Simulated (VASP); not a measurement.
# CdTe (F-43m) in VASP: Born charges and dielectric tensor with RPBE

Aim: the Born charges and dielectric tensor of CdTe with RPBE.

All numbers are computed with VASP 6.6.1; they aren't measurements. Logs are shortened: lines on timing, memory, paths and dates and some standing lists are left out, and cuts for length are marked.

**The experiment to reproduce.**

From a printed reference work, data compilation, for a bulk crystal of CdTe at 0 K: band gap 1.607 eV.

The results are compared with them further down.

## Step 1: The crystal as given

It takes space group F-43m (No. 216, cubic). The conventional cell has a = 6.722 Å, b = 6.722 Å, c = 6.722 Å, α = 90.00°, β = 90.00°, γ = 90.00°. Around Cd (site symmetry -43m) lie 4 Te at 2.91 Å. Te (site symmetry -43m) is surrounded by 4 Cd at 2.91 Å.

The cell is a database's computed one.

## Step 2: Born charges and dielectric tensor, RPBE

INCAR

```
ALGO = Normal ; EDIFF = 1E-8
ENCUT = 600 ; GGA = RP
IBRION = 8 ; ISIF = 2
ISMEAR = 0 ; LASPH = True
LCHARG = False ; LEPSILON = True
LREAL = False ; LWAVE = False
NELM = 60 ; NSW = 1
PREC = Accurate ; SIGMA = 0.02
```

KPOINTS

```
k-points
0
Gamma
  10 10 10
```

POSCAR

```
CdTe
1.0
    0.0000000000      3.3611700000      3.3611700000
    3.3611700000      0.0000000000      3.3611700000
    3.3611700000      3.3611700000      0.0000000000
Cd Te
1 1
Direct
    0.0000000000      0.0000000000      0.0000000000
    0.7500000000      0.7500000000      0.7500000000
```

Potentials or basis: VASP PAW PBE potentials, release 64 (Cd, Te).

Started as:

```
cat potpaw_PBE.64/Cd/POTCAR potpaw_PBE.64/Te/POTCAR > POTCAR
mpirun -np 1 vasp_std > vasp.out
```

OUTCAR:

```text
EDIFF = 1E-8
   ENCUT = 600
   GGA = RP
   IBRION = 8
   ISIF = 2
   ISMEAR = 0
   LASPH = True
   LEPSILON = True
   LREAL = False
   NELM = 60
   NSW = 1
   PREC = Accurate

 ion  position               nearest neighbor table
   1  0.000  0.000  0.000-   2 2.91   2 2.91   2 2.91   2 2.91
   2  0.750  0.750  0.750-   1 2.91   1 2.91   1 2.91   1 2.91

  LATTYP: Found a face centered cubic cell.
 ALAT       =     6.7223400000

  Lattice vectors:

 A1 = (   0.0000000000,   3.3611700000,   3.3611700000)
 A2 = (   3.3611700000,   0.0000000000,   3.3611700000)
 A3 = (   3.3611700000,   3.3611700000,   0.0000000000)

Analysis of symmetry for initial positions (statically):
=====================================================================
 Subroutine PRICEL returns:
 Original cell was already a primitive cell.

 Routine SETGRP: Setting up the symmetry group for a
 face centered cubic supercell.

 Subroutine GETGRP returns: Found 24 space group operations
 (whereof 24 operations were pure point group operations)
 out of a pool of 48 trial point group operations.

The static configuration has the point symmetry T_d .

Analysis of symmetry for dynamics (positions and initial velocities):
=====================================================================
 Subroutine PRICEL returns:
 Original cell was already a primitive cell.

 Routine SETGRP: Setting up the symmetry group for a
 face centered cubic supercell.

 Subroutine GETGRP returns: Found 24 space group operations
 (whereof 24 operations were pure point group operations)
 out of a pool of 48 trial point group operations.

The dynamic configuration has the point symmetry T_d .

 Subroutine INISYM returns: Found 24 space group operations
 (whereof 24 operations are pure point group operations),
 and found     1 'primitive' translations

----------------------------------------------------------------------------------------

                                     Primitive cell

  volume of cell :      75.9454

  direct lattice vectors                    reciprocal lattice vectors
     0.000000000  3.361170000  3.361170000    -0.148757724  0.148757724  0.148757724
     3.361170000  0.000000000  3.361170000     0.148757724 -0.148757724  0.148757724
     3.361170000  3.361170000  0.000000000     0.148757724  0.148757724 -0.148757724

  length of vectors
     4.753412199  4.753412199  4.753412199     0.257655936  0.257655936  0.257655936

  position of ions in fractional coordinates (direct lattice)
     0.000000000  0.000000000  0.000000000
     0.750000000  0.750000000  0.750000000

  ion indices of the primitive-cell ions
   primitive index   ion index
                 1           1
                 2           2

----------------------------------------------------------------------------------------

 KPOINTS: k-points

Automatic generation of k-mesh.
 Grid dimensions read from file:
 generate k-points for:   10   10   10

 Generating k-lattice:

  Cartesian coordinates                     Fractional coordinates (reciprocal lattice)
    -0.014875772  0.014875772  0.014875772     0.100000000  0.000000000  0.000000000
     0.014875772 -0.014875772  0.014875772     0.000000000  0.100000000  0.000000000
     0.014875772  0.014875772 -0.014875772     0.000000000  0.000000000  0.100000000

  Length of vectors
     0.025765594  0.025765594  0.025765594

  Shift w.r.t. Gamma in fractional coordinates (k-lattice)
     0.000000000  0.000000000  0.000000000

 Subroutine IBZKPT returns following result:
 ===========================================

 Found     47 irreducible k-points:

 Following reciprocal coordinates:
            Coordinates               Weight
  0.000000  0.000000  0.000000      1.000000
  0.100000  0.000000  0.000000      8.000000
  0.200000  0.000000  0.000000      8.000000
  0.300000  0.000000  0.000000      8.000000
  0.400000  0.000000  0.000000      8.000000
  0.500000  0.000000  0.000000      4.000000
[... 488 lines left out ...]
     3.361170000  3.361170000  0.000000000     0.148757724  0.148757724 -0.148757724

 POSITION                                       TOTAL-FORCE (eV/Angst)
 -----------------------------------------------------------------------------------
      0.00000      0.00000      0.00000        -0.000000      0.000000     -0.000000
      5.04176      5.04176      5.04176         0.000000     -0.000000      0.000000
 -----------------------------------------------------------------------------------
    total drift:                                0.000000      0.000000      0.000000

  FREE ENERGIE OF THE ION-ELECTRON SYSTEM (eV)
  ---------------------------------------------------
  free  energy   TOTEN  =        -4.1939202250 eV

  energy  without entropy=       -4.1939202250  energy(sigma->0) =       -4.19392022

 HEAD OF MICROSCOPIC STATIC DIELECTRIC TENSOR (INDEPENDENT PARTICLE, excluding Hartree and local field effects)
 ------------------------------------------------------
          10.442219     0.000000    -0.000000
          -0.000000    10.442219     0.000000
           0.000000     0.000000    10.442219
 ------------------------------------------------------

 Free energy of the ion-electron system (eV)
  ---------------------------------------------------
  ---------------------------------------------------
  free energy    TOTEN  =        -2.12769637 eV

  energy without entropy =       -2.12769637

------------------------ aborting loop because EDIFF is reached ----------------------------------------

--------------------------------------- Ionic step        2  -------------------------------------------

------------------------ aborting loop because EDIFF is reached ----------------------------------------

--------------------------------------- Ionic step        3  -------------------------------------------

------------------------ aborting loop because EDIFF is reached ----------------------------------------

 PIEZOELECTRIC TENSOR FIELD DIRECTION 3  (e Angst)
 -----------------------------------------------------------------------------
    -0.00130  3.15651  0.00000           (  0.00000 -0.06969  0.00000)
     3.15651 -0.00130  0.00000           ( -0.06969  0.00000  0.00000)
     0.00000  0.00000 -0.00132           (  0.00000  0.00000 -0.00000)

 PIEZOELECTRIC TENSOR FIELD DIRECTION 3  (C/m^2)
 -----------------------------------------------------------------------------
    -0.00027  0.66591  0.00000
     0.66591 -0.00027  0.00000
     0.00000  0.00000 -0.00028

--------------------------------------- Ionic step        4  -------------------------------------------

------------------------ aborting loop because EDIFF is reached ----------------------------------------

[... ionic steps 5 to 6 ...]

--------------------------------------- Ionic step        7  -------------------------------------------

 Free energy of the ion-electron system (eV)
  ---------------------------------------------------
  ---------------------------------------------------
  free energy    TOTEN  =        -0.04953040 eV

  energy without entropy =       -0.04953040

------------------------ aborting loop because EDIFF is reached ----------------------------------------

 INTERNAL STRAIN TENSOR  FOR ION    2  DIRECTION 1   (eV/Angst):
 -----------------------------------------------------------------------------
    -0.00311  0.00000  0.00000
     0.00000  0.00353  3.46789
     0.00000  3.46789  0.00353

 MACROSCOPIC STATIC DIELECTRIC TENSOR (including local field effects in DFT)
 ------------------------------------------------------
          10.170256    -0.000000     0.000000
           0.000000    10.170256     0.000000
          -0.000000     0.000000    10.170256
 ------------------------------------------------------

 PIEZOELECTRIC TENSOR (including local field effects)  for field in x, y, z        (e  Angst)
          XX          YY          ZZ          XY          YZ          ZX
  --------------------------------------------------------------------------------
  x     0.00000    -0.00000    -0.00000     0.00000     3.16901    -0.00000
  y    -0.00000     0.00000    -0.00000     0.00000     0.00000     3.16901
  z    -0.00000    -0.00000     0.00000     3.16901     0.00000     0.00000

 PIEZOELECTRIC TENSOR (including local field effects)  for field in x, y, z        (C/m^2)
          XX          YY          ZZ          XY          YZ          ZX
  --------------------------------------------------------------------------------
  x     0.00000    -0.00000    -0.00000     0.00000     0.66855    -0.00000
  y    -0.00000     0.00000    -0.00000     0.00000     0.00000     0.66855
  z    -0.00000    -0.00000     0.00000     0.66855     0.00000     0.00000

 BORN EFFECTIVE CHARGES (including local field effects) (in |e|, cummulative output)
 ---------------------------------------------------------------------------------
 ion    1
    1     2.41664     0.00000     0.00000
    2     0.00000     2.41664     0.00000
    3     0.00000     0.00000     2.41664
 ion    2
    1    -2.41664    -0.00000    -0.00000
    2    -0.00000    -2.41664    -0.00000
    3     0.00000     0.00000    -2.41664

 INTERNAL STRAIN TENSOR FOR ION    2 for displacements in x,y,z  (eV/Angst):
          X           Y           Z          XY          YZ          ZX
  --------------------------------------------------------------------------------
  x    -0.00000     0.00000     0.00000     0.00000     3.46789     0.00000
  y     0.00000    -0.00000     0.00000     0.00000     0.00000     3.46789
  z     0.00000     0.00000    -0.00000     3.46789     0.00000     0.00000

 SECOND DERIVATIVES (NOT SYMMETRIZED)
 ------------------------------------
               1X          1Y          1Z          2X          2Y          2Z
  1X    -3.255037    0.000000    0.000000    3.255037    0.000000    0.000000
  1Y     0.000000   -3.255037    0.000000    0.000000    3.255037    0.000000
  1Z     0.000000    0.000000   -3.255037    0.000000    0.000000    3.255037
  2X     3.246462    0.000000    0.000000   -3.246462    0.000000    0.000000
  2Y     0.000000    3.246462    0.000000    0.000000   -3.246462    0.000000
  2Z     0.000000    0.000000    3.246462    0.000000    0.000000   -3.246462

 Eigenvectors and eigenvalues of the dynamical matrix
 ----------------------------------------------------

   1 f  =    3.646251 THz    22.910070 2PiTHz  121.625839 cm-1    15.079675 meV
             X         Y         Z           dx          dy          dz
      0.000000  0.000000  0.000000     0.000000    0.729588    0.000000
      5.041755  5.041755  5.041755     0.000000   -0.683887    0.000000
[... 21 lines left out ...]
   6 f/i=    0.002399 THz     0.015076 2PiTHz    0.080038 cm-1     0.009924 meV
             X         Y         Z           dx          dy          dz
      0.000000  0.000000  0.000000     0.000000    0.000000   -0.683887
      5.041755  5.041755  5.041755     0.000000    0.000000   -0.729588

--------------------------------------------------------------------------------------------------------

 MACROSCOPIC STATIC DIELECTRIC TENSOR IONIC CONTRIBUTION
 ------------------------------------------------------
           4.280594    -0.000000    -0.000000
          -0.000000     4.280594    -0.000000
          -0.000000    -0.000000     4.280594
 ------------------------------------------------------

 ELASTIC MODULI CONTR FROM IONIC RELAXATION (kBar)
 Direction    XX          YY          ZZ          XY          YZ          ZX
 --------------------------------------------------------------------------------
 XX          -0.0000      0.0000      0.0000     -0.0000      0.0000     -0.0000
 YY           0.0000     -0.0000      0.0000     -0.0000     -0.0000      0.0000
 ZZ           0.0000      0.0000     -0.0000      0.0000     -0.0000     -0.0000
 XY          -0.0000     -0.0000      0.0000    -82.5342      0.0000      0.0000
 YZ           0.0000     -0.0000     -0.0000      0.0000    -82.5342      0.0000
 ZX          -0.0000      0.0000     -0.0000      0.0000      0.0000    -82.5342
 --------------------------------------------------------------------------------

 PIEZOELECTRIC TENSOR IONIC CONTR  for field in x, y, z        (C/m^2)
          XX          YY          ZZ          XY          YZ          ZX
  --------------------------------------------------------------------------------
  x     0.00000    -0.00000    -0.00000     0.00000    -0.55930     0.00000
  y    -0.00000     0.00000    -0.00000     0.00000     0.00000    -0.55930
  z    -0.00000    -0.00000     0.00000    -0.55930     0.00000     0.00000
```

Run time: 19 min. Hardware: 1 thread of AMD EPYC 9R45 (Zen 5), shared host; peak memory 0.68 GiB.

What came out:

* Band gap on the k mesh: 0.59 eV, direct
* Electronic dielectric tensor (diagonal): 10.17
* Born charges (mean of the diagonal): Cd +2.42; Te -2.42 e
* Highest phonon frequency at Γ, LO-TO splitting left out: 122 cm⁻¹

Phonon frequencies in cm⁻¹ (negative: imaginary):
| q point | frequencies |
| --- | --- |
| (0.000, 0.000, 0.000) | 0 0 0 122 122 122 |

Electronic dielectric tensor:
```
10.17  0.00  0.00
 0.00 10.17  0.00
 0.00  0.00 10.17
```

Born effective charge tensors (e):
atom 1, Cd
```
2.42 0.00 0.00
0.00 2.42 0.00
0.00 0.00 2.42
```
atom 2, Te
```
-2.42  0.00  0.00
 0.00 -2.42  0.00
 0.00  0.00 -2.42
```

Caveat: the gap is small at this level, which inflates the dielectric constant; spin-orbit coupling is left out, which moves the levels of the heavy elements.

## Step 3: How close it comes

Step 2. Against the measured gap of CdTe, 1.607 eV (0 K; a printed reference work, data compilation), the calculated 0.59 eV is off by -1.01 eV. So large a miss can be the level of theory's own, or it may mean another phase, state or a wrong row. Spin-orbit coupling on Cd, Te is left out. The value is that of RPBE, without temperature or zero-point motion. Semilocal functionals fall short of measured gaps as a rule. The cell is a database's relaxed one, not the measured one, which moves gaps too.
